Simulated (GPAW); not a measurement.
## How the k mesh moves the magnetism of free-standing square Cr monolayer, spacing 2.714 A

Wanted: the cheapest choice of the k mesh that holds the magnetic results of free-standing square Cr monolayer, spacing 2.714 A.

Program: GPAW 26.7.0. Level of theory: PBE; plane waves with GPAW's PAW setups, scalar-relativistic. Results are calculated unless marked as measured.

Report form: the programs' logs are mostly left out.

## (1) The structure

The cell holds 1 atom: 1 Cr. Cell: a = 2.714 Å, b = 2.714 Å, c = 14.000 Å, α = 90.0°, β = 90.0°, γ = 90.0°. model lattice. Vacuum lies along c.

## (2) Rung 1 (mesh 4×4×1), start ferro +

The ladder starts at a coarse mesh; cost grows with the number of points.

The input, order1.py:

```python
import json
import numpy as np
from ase import Atoms
from ase.parallel import paropen, parprint
from gpaw import GPAW

atoms = Atoms(['Cr'],
    cell=[[2.714, 0.0, 0.0],
         [0.0, 2.714, 0.0],
         [0.0, 0.0, 14.0]],
    scaled_positions=[[0.0, 0.0, 0.5]],
    pbc=True,
    magmoms=[2.5])
atoms.calc = GPAW(mode={'name': 'pw', 'ecut': 550},
    xc='PBE',
    kpts={'size': (4, 4, 1), 'gamma': True},
    occupations={'name': 'fermi-dirac', 'width': 0.05},
    convergence={'density': 1e-05, 'energy': 1e-05},
    maxiter=200,
    txt='order1.txt')
e = atoms.get_potential_energy(force_consistent=True)
res = {'free_energy': e, 'energy_sigma0': atoms.get_potential_energy(), 'fermi_energy': atoms.calc.get_fermi_level()}
res['moments'] = atoms.get_magnetic_moments().tolist()
res['total'] = atoms.get_magnetic_moment()
parprint('site moments (muB):', np.round(res['moments'], 3))
parprint(f"total moment: {res['total']:.3f} muB")
parprint(f'free energy: {e:.6f} eV')
atoms.calc.write('order1.gpw')
with paropen('results.json', 'w') as f:
    json.dump(res, f)
```

The run is started by

```sh
$ OMP_NUM_THREADS=1 python3 order1.py > order1.log
```

Wall time 97 s (1 MPI rank of Arm Neoverse V1, shared host); peak memory 0.17 GiB.

A smaller mixing step or another start is the usual next try.

## (3) Rung 1 (mesh 4×2×1), start antiferro q=(0,1/2,0) +-

The second start gives the energy difference between the two end states, the quantity that is followed up the ladder. Its q is in fractions of the reciprocal vectors of the first run's cell.

order2.py is the script of step 2 with these lines changed:

```diff
@@ -6,12 +6,13 @@
 
-atoms = Atoms(['Cr'],
+atoms = Atoms(['Cr', 'Cr'],
     cell=[[2.714, 0.0, 0.0],
-         [0.0, 2.714, 0.0],
+         [0.0, 5.428, 0.0],
          [0.0, 0.0, 14.0]],
-    scaled_positions=[[0.0, 0.0, 0.5]],
+    scaled_positions=[[0.0, 0.0, 0.5],
+         [0.0, 0.5, 0.5]],
     pbc=True,
-    magmoms=[2.5])
+    magmoms=[2.5, -2.5])
 atoms.calc = GPAW(mode={'name': 'pw', 'ecut': 550},
     xc='PBE',
-    kpts={'size': (4, 4, 1), 'gamma': True},
+    kpts={'size': (4, 2, 1), 'gamma': True},
     occupations={'name': 'fermi-dirac', 'width': 0.05},
@@ -19,3 +20,3 @@
     maxiter=200,
-    txt='order1.txt')
+    txt='order2.txt')
 e = atoms.get_potential_energy(force_consistent=True)
@@ -27,3 +28,3 @@
 parprint(f'free energy: {e:.6f} eV')
-atoms.calc.write('order1.gpw')
+atoms.calc.write('order2.gpw')
 with paropen('results.json', 'w') as f:
```

The run is started by

```sh
$ OMP_NUM_THREADS=1 python3 order2.py > order2.log
```

The job ended after 24 s (1 MPI rank; peak memory 0.23 GiB).

Read from the output:

* magnetization: 0 μB
* final state: antiferromagnetic
* largest moment: 3.689 μB

After 18 cycles the largest moment stands at 3.69 μB.

## (4) Rung 2 (mesh 4×4×1), start ferro +

order1.py is that of step 2.

The run is started by

```sh
$ OMP_NUM_THREADS=1 python3 order1.py > order1.log
```

Wall time 97 s (1 MPI rank); peak memory 0.17 GiB.

The run stopped without converging, so none of its numbers is a property of the system.

A smaller mixing step or another start is the usual next try.

## (5) Rung 2 (mesh 4×2×1), start antiferro q=(0,1/2,0) +-

order2.py is that of step 3.

The run is started by

```sh
$ OMP_NUM_THREADS=1 python3 order2.py > order2.log
```

Wall time 25 s (1 MPI rank); peak memory 0.23 GiB.

This step gave:

| Property | Result |
| --- | --- |
| magnetization | 0 μB |
| final state | antiferromagnetic |
| largest moment | 3.689 μB |

The largest moment is that of rung 1, at 1.0 times its CPU time.

## (6) Rung 3 (mesh 6×6×1), start ferro +

order1.py is the script of step 4 with these lines changed:

```diff
@@ -15,3 +15,3 @@
     xc='PBE',
-    kpts={'size': (4, 4, 1), 'gamma': True},
+    kpts={'size': (6, 6, 1), 'gamma': True},
     occupations={'name': 'fermi-dirac', 'width': 0.05},
```

The run is started by

```sh
$ OMP_NUM_THREADS=1 python3 order1.py > order1.log
```

It took 13 s on 1 MPI rank; peak memory 0.18 GiB.

Numbers from this step:

```yaml
magnetization: 4.333 μB
final_state: ferromagnetic
largest_moment: 3.521 μB
```

After 17 cycles the largest moment stands at 3.52 μB.

## (7) Rung 3 (mesh 6×3×1), start antiferro q=(0,1/2,0) +-

order2.py is the script of step 5 with these lines changed:

```diff
@@ -16,3 +16,3 @@
     xc='PBE',
-    kpts={'size': (4, 2, 1), 'gamma': True},
+    kpts={'size': (6, 3, 1), 'gamma': True},
     occupations={'name': 'fermi-dirac', 'width': 0.05},
```

The run is started by

```sh
$ OMP_NUM_THREADS=1 python3 order2.py > order2.log
```

Elapsed: 29 s, on 1 MPI rank; peak memory 0.24 GiB.

This step gave:

| Item | Value |
| --- | --- |
| magnetization | 0 μB |
| final state | antiferromagnetic |
| largest moment | 3.674 μB |

This start lies -443.2 meV a seeded atom from the first; its largest moment is 3.67 μB.

## (8) Rung 4 (mesh 10×10×1), start ferro +

order1.py is the script of step 6 with these lines changed:

```diff
@@ -15,3 +15,3 @@
     xc='PBE',
-    kpts={'size': (6, 6, 1), 'gamma': True},
+    kpts={'size': (10, 10, 1), 'gamma': True},
     occupations={'name': 'fermi-dirac', 'width': 0.05},
```

The run is started by

```sh
$ OMP_NUM_THREADS=1 python3 order1.py > order1.log
```

Wall time 23 s (1 MPI rank); peak memory 0.19 GiB.

This step gave:

```yaml
magnetization: 4.244 μB
final_state: ferromagnetic
largest_moment: 3.462 μB
```

The largest moment moves by -0.06 μB from rung 3, at 1.8 times its CPU time.

## (9) Rung 4 (mesh 10×5×1), start antiferro q=(0,1/2,0) +-

order2.py is the script of step 7 with these lines changed:

```diff
@@ -16,3 +16,3 @@
     xc='PBE',
-    kpts={'size': (6, 3, 1), 'gamma': True},
+    kpts={'size': (10, 5, 1), 'gamma': True},
     occupations={'name': 'fermi-dirac', 'width': 0.05},
```

The run is started by

```sh
$ OMP_NUM_THREADS=1 python3 order2.py > order2.log
```

Wall time 61 s (1 MPI rank); peak memory 0.28 GiB.

Read from the output:

| Property | Result |
| --- | --- |
| magnetization | 0 μB |
| final state | antiferromagnetic |
| largest moment | 3.653 μB |

This start lies -423.0 meV a seeded atom from the first, a change of +20.2 meV since rung 3; its largest moment is 3.65 μB.

## (10) Rung 5 (mesh 14×14×1), start ferro +

order1.py is the script of step 8 with these lines changed:

```diff
@@ -15,3 +15,3 @@
     xc='PBE',
-    kpts={'size': (10, 10, 1), 'gamma': True},
+    kpts={'size': (14, 14, 1), 'gamma': True},
     occupations={'name': 'fermi-dirac', 'width': 0.05},
```

The run is started by

```sh
$ OMP_NUM_THREADS=1 python3 order1.py > order1.log
```

Run time: 35 s. Hardware: 1 MPI rank; peak memory 0.22 GiB.

Read from the output:

| Item | Value |
| --- | --- |
| magnetization | 4.335 μB |
| final state | ferromagnetic |
| largest moment | 3.510 μB |

The largest moment moves by +0.05 μB from rung 4, at 1.5 times its CPU time.

## (11) Rung 5 (mesh 14×7×1), start antiferro q=(0,1/2,0) +-

order2.py is the script of step 9 with these lines changed:

```diff
@@ -16,3 +16,3 @@
     xc='PBE',
-    kpts={'size': (10, 5, 1), 'gamma': True},
+    kpts={'size': (14, 7, 1), 'gamma': True},
     occupations={'name': 'fermi-dirac', 'width': 0.05},
```

The run is started by

```sh
$ OMP_NUM_THREADS=1 python3 order2.py > order2.log
```

Run time: 1.7 min. Hardware: 1 MPI rank; peak memory 0.33 GiB.

This step gave:

| Quantity | Value |
| --- | --- |
| magnetization | 0 μB |
| final state | antiferromagnetic |
| largest moment | 3.652 μB |

This start lies -429.1 meV a seeded atom from the first, a change of -6.1 meV since rung 4; its largest moment is 3.65 μB.

## (12) Side by side

Ladder, by row:

```csv
rung,mesh,state from the first start,state from the second start,second less first (meV a seeded atom),"moment, first (μB)","moment, second (μB)",CPU time (s)
3,6x6x1,ferromagnetic,antiferromagnetic,-443.2,3.521,3.674,41.29
4,10x10x1,ferromagnetic,antiferromagnetic,-423,3.462,3.653,83.79
5,14x14x1,ferromagnetic,antiferromagnetic,-429.1,3.51,3.652,135.4
```

## (13) Results

```yaml
range_of_the_moment_in_the_table_second_start: 3.65 to 3.67 μB
range_of_cpu_time: 41 s to 2.3 min
range_of_the_energy_difference: -443 to -423 meV a seeded atom
first_rung_from_which_all_stay_within_21_mev_of_the_last: 3
```

In words: From rung 3 on the result stays within 14 meV of the last rung, inside the margin of 21 meV set for it, at 30 % of the last rung's cost. The second start ends lower on every rung of the table; whether functional and cell give the true order is another question. Rungs 1 and 2 have the same input, so their agreement tests nothing. Rungs 1 and 2 gave no pair of finished runs and are missing from the table.

[Logs and program files are shortened in this print: banners, set-up blocks, solver, clock and traceback lines can be left out without a mark of their own.]

[Logs are printed without paths, hosts, clocks, repeated set-up lines and the standing remarks that a program may print on its own settings, such as how far it seeks lower states.]

[Hosts, paths, dates, database ids (printed as entryN), source tags and the programs' standing remarks are cut or masked in the printed files.]

[Where a cell is said to come from a database of computed structures, the database is the Materials Project.]
